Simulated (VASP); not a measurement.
A VASP 6.6.1 single-point calculation on BN

INCAR

```
LREAL = .FALSE.
ENCUT = 300
PREC = Accurate
NBANDS = 11
LASPH = .TRUE.
NSW = 0
IBRION = -1
GGA = PE
SIGMA = 0.02
LWAVE = .FALSE.
LCHARG = .FALSE.
EDIFF = 1E-7
NELM = 94
ISIF = 2
ISMEAR = -1
```

KPOINTS

```
KPOINTS created by Atomic Simulation Environment
0
Gamma
12 12 12
0 0 0
```

POSCAR

```
B  N
 1.0000000000000000
     2.3561215006000000    0.0026307079000000   -0.2315042030000000
    -1.1689244400000001    2.0457049564999998    0.2315452333000000
    -0.8758633087000000   -0.8605277782000000    3.1374682307000001
 B   N
   1   1
Cartesian
  1.1815751210095349  2.0360155408550806 -0.0183994803346899
  0.2991889139361912 -0.1889424354480080  3.0376020648360935
```

The recommended PBE PAW datasets give the neutral cell 8 valence electrons.

Command

```
mpirun -np 1 vasp_std
```

OSZICAR

```
N       E                     dE             d eps       ncg     rms          rms(c)
DAV:   1    -0.549132696768E+00   -0.54913E+00   -0.36664E+03 20945   0.456E+02
DAV:   2    -0.189318866402E+02   -0.18383E+02   -0.17985E+02 22756   0.112E+02
DAV:   3    -0.191898207463E+02   -0.25793E+00   -0.25771E+00 22778   0.112E+01
DAV:   4    -0.191902549633E+02   -0.43422E-03   -0.43421E-03 21040   0.548E-01
DAV:   5    -0.191902562971E+02   -0.13338E-05   -0.13338E-05 23011   0.249E-02    0.892E+00
DAV:   6    -0.173350206296E+02    0.18552E+01   -0.43413E+00 20695   0.118E+01    0.474E+00
DAV:   7    -0.170605219821E+02    0.27450E+00   -0.41556E-01 22597   0.415E+00    0.269E+00
DAV:   8    -0.170209149272E+02    0.39607E-01   -0.12035E-01 22846   0.217E+00    0.330E-01
DAV:   9    -0.170211001270E+02   -0.18520E-03   -0.20643E-03 20707   0.343E-01    0.166E-01
DAV:  10    -0.170213763789E+02   -0.27625E-03   -0.32475E-04 21432   0.127E-01    0.244E-02
DAV:  11    -0.170213948267E+02   -0.18448E-04   -0.27364E-05 22585   0.365E-02    0.174E-02
DAV:  12    -0.170213943032E+02    0.52353E-06   -0.39467E-06 21433   0.120E-02    0.161E-03
DAV:  13    -0.170213943500E+02   -0.46813E-07   -0.12455E-07 21637   0.283E-03
   1 F= -.17021394E+02 E0= -.17021394E+02  d E =-.124325E-11
```

From OUTCAR

```
k-points           NKPTS =    868   k-points in BZ     NKDIM =    868   number of bands    NBANDS=     11

   NELECT =       8.0000    total number of electrons

   dimension x,y,z NGX =    14 NGY =   14 NGZ =   20
   dimension x,y,z NGXF=    28 NGYF=   28 NGZF=   40

  energy-cutoff  :      300.00
  volume of cell :       14.95
      direct lattice vectors                 reciprocal lattice vectors
     2.356121501  0.002630708 -0.231504203     0.442550697  0.231699054  0.187092696
    -1.168924440  2.045704956  0.231545233     0.012770577  0.480796809  0.135435408
    -0.875863309 -0.860527778  3.137468231     0.031711996 -0.018386451  0.322538189

 k-points in reciprocal lattice and weights: KPOINTS created by Atomic Simulation Env
   0.00000000  0.00000000  0.00000000       0.001
   0.08333333 -0.00000000 -0.00000000       0.001
   0.00000000  0.08333333 -0.08333333       0.001
   0.16666667 -0.00000000 -0.00000000       0.001
   0.00000000  0.16666667 -0.16666667       0.001
   0.25000000 -0.00000000 -0.00000000       0.001
   0.00000000  0.25000000 -0.25000000       0.001
   0.33333333 -0.00000000 -0.00000000       0.001
   ...

 E-fermi :   4.1929

 k-point     1 :       0.0000    0.0000    0.0000
  band No.  band energies     occupation
      1     -15.3225      2.00000
      2      -0.9179      2.00000
      3       2.6450      2.00000
      4       2.6451      2.00000
      5       9.4163      0.00000
      6      16.8773      0.00000
      7      16.8787      0.00000
      8      19.2138      0.00000
      9      21.8310      0.00000
     10      32.7972      0.00000
     11      35.1619      0.00000

 k-point     2 :       0.0833   -0.0000   -0.0000
  band No.  band energies     occupation
      1     -15.1559      2.00000
      2      -0.8344      2.00000
      3       2.0698      2.00000
      4       2.3443      2.00000
      5       9.8583      0.00000
      6      16.8149      0.00000
      7      17.5886      0.00000
      8      18.6147      0.00000
      9      22.3391      0.00000
     10      32.0183      0.00000
     11      33.2171      0.00000

 k-point     3 :       0.0000    0.0833   -0.0833
  band No.  band energies     occupation
      1     -15.1559      2.00000
      2      -0.8344      2.00000
      3       2.0698      2.00000
      4       2.3443      2.00000
      5       9.8584      0.00000
      6      16.8148      0.00000
      7      17.5886      0.00000
      8      18.6147      0.00000
      9      22.3391      0.00000
     10      32.0185      0.00000
     11      33.2172      0.00000

 k-point     4 :       0.1667   -0.0000   -0.0000
  band No.  band energies     occupation
      1     -14.6664      2.00000
      2      -0.5749      2.00000
      3       0.5481      2.00000
      4       1.5949      2.00000
      5      11.0171      0.00000
      6      16.4574      0.00000
      7      17.1531      0.00000
      8      19.5000      0.00000
      9      23.5276      0.00000
     10      28.7707      0.00000
     11      32.8367      0.00000

 k-point     5 :       0.0000    0.1667   -0.1667
  band No.  band energies     occupation
      1     -14.6664      2.00000
      2      -0.5750      2.00000
      3       0.5481      2.00000
      4       1.5949      2.00000
      5      11.0172      0.00000
      6      16.4573      0.00000
      7      17.1532      0.00000
      8      19.5000      0.00000
      9      23.5275      0.00000
     10      28.7709      0.00000
     11      32.8363      0.00000

 ...

  Total        5.5356541      5.5898547     -2.4579500      0.0468475      0.4604982     -0.7946860
  in kB      593.1205876    598.9279453   -263.3583594      5.0194950     49.3403216    -85.1470536
  external PRESSURE =     309.5633912 kB  Pullay stress =       0.0000000 kB

 POSITION                                       TOTAL-FORCE (eV/Angst)
 -----------------------------------------------------------------------------------
      0.30571      1.17549      3.11907         0.000648     -0.000429      0.006694
      0.29919     -0.18894      3.03760        -0.000648      0.000429     -0.006694
 -----------------------------------------------------------------------------------
    total drift:                                0.000079      0.000093      0.000499

  FREE ENERGIE OF THE ION-ELECTRON SYSTEM (eV)
  ---------------------------------------------------
  free  energy   TOTEN  =       -17.0213943500 eV

  energy  without entropy=      -17.0213943500  energy(sigma->0) =      -17.02139435
```

It converged. Results: gap between bands v and c on the k mesh 4.32 eV; least direct gap on the k mesh 5.10 eV; pressure 31.0 GPa. Band v is the last that the valence electrons fill when counted band by band, and c is the next.

These settings aren't sound, so the numbers aren't properties of the crystal.

On sound settings PBE gives a gap of 4.35 eV on its mesh and a pressure of 60.8 GPa for the intended cell.

The run took about 33 s on one core of a shared host (Intel Xeon Platinum 8488C) and held 0.17 GiB at most.
